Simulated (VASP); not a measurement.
## In: relaxation of cell and atoms with PBEsol

In:

```
In
1.0
    -1.61199    1.61199    2.45800
     1.61199   -1.61199    2.45800
     1.61199    1.61199   -2.45800
In
1
Direct
  0.00000 0.00000 0.00000
```

```json
{
 "Program": "VASP 6.6.1",
 "Task": "relaxation of cell and atoms",
 "Functional": "PBEsol",
 "Potentials or basis": "VASP PAW PBE potentials, release 64 (In_d)",
 "Cutoff": "600 eV",
 "k mesh": "16 × 16 × 16",
 "Occupations": "methfessel-paxton, width 0.1 eV",
 "Spin": "no spin polarisation",
 "Further INCAR settings": "ALGO = Normal; EDIFF = 1e-07; IBRION = 2; EDIFFG = -0.005; NSW = 90; ISIF = 3"
}
```

* Relaxed volume: 25.54 Å³/atom
* Relaxed cell: a = 3.375 Å, b = 3.375 Å, c = 3.375 Å, α = 123.62°, β = 123.62°, γ = 83.84°
* Space group after relaxing (to 0.05 Å): I4/mmm (No. 139)
* Energy gained by relaxing: 1.4 meV/atom
* Ionic steps: 27
* Pressure after relaxing: 0.0 GPa
* Band gap on the k mesh: none (metal or under the smearing width)

The path:
```csv
step,energy change (eV),largest force (eV/Å),pressure (GPa),volume (Å³)
1,0.0000,0.0000,-0.02,25.55
2,0.0000,0.0000,0.01,25.54
3,0.0000,0.0000,0.09,25.50
4,-0.0001,0.0000,0.22,25.42
5,-0.0004,0.0000,0.51,25.27
6,0.0009,0.0000,1.14,24.95
7,-0.0004,0.0000,0.59,25.22
8,-0.0004,0.0000,0.66,25.19
9,-0.0004,0.0000,0.64,25.20
10,-0.0004,0.0000,0.64,25.20
11,-0.0004,0.0000,0.64,25.20
12,-0.0004,0.0000,0.64,25.19
13,-0.0004,0.0000,0.65,25.19
14,-0.0004,0.0000,0.67,25.18
15,-0.0004,0.0000,0.67,25.17
16,-0.0004,0.0000,0.67,25.18
17,-0.0005,0.0000,0.67,25.18
18,-0.0005,0.0000,0.66,25.19
19,-0.0006,0.0000,0.63,25.20
20,-0.0007,0.0000,0.57,25.23
21,-0.0009,0.0000,0.47,25.28
22,-0.0012,0.0000,0.26,25.39
23,-0.0013,0.0000,-0.11,25.60
24,-0.0014,0.0000,0.04,25.52
25,-0.0014,0.0000,0.02,25.53
26,-0.0014,0.0000,0.01,25.53
27,-0.0014,0.0000,0.00,25.54
```

Final structure:
```
CELL_PARAMETERS angstrom
-1.59436 1.59436 2.51137
1.59436 -1.59436 2.51137
1.59436 1.59436 -2.51137
ATOMIC_POSITIONS crystal
In 0.00000 0.00000 0.00000
```

Levels at points of the mesh, in eV from the Fermi level:
```csv
k point,band 2,band 3,band 4,band 5,band 6,band 7,band 8,band 9,band 10
"(0.00, 0.00, 0.00)",-14.51,-14.51,-14.47,-14.31,-9.73,10.75,10.75,10.98,11.71
"(0.50, 0.00, 0.00)",-14.63,-14.49,-14.24,-14.19,-4.31,-3.48,7.19,9.70,11.05
"(0.50, 0.50, 0.00)",-14.71,-14.24,-14.24,-14.10,-1.90,-1.38,3.34,3.98,7.00
"(0.50, 0.50, 0.50)",-14.71,-14.21,-14.19,-14.19,-3.31,-2.96,5.13,5.13,8.62
```

Run time: 8.4 min on 1 thread of Intel(R) Xeon(R) 6975P-C (Granite Rapids), with other jobs on the host, peak memory 0.27 GiB.

Caveat: the PAW data sets were made with another functional, which shifts forces and pressure a little.
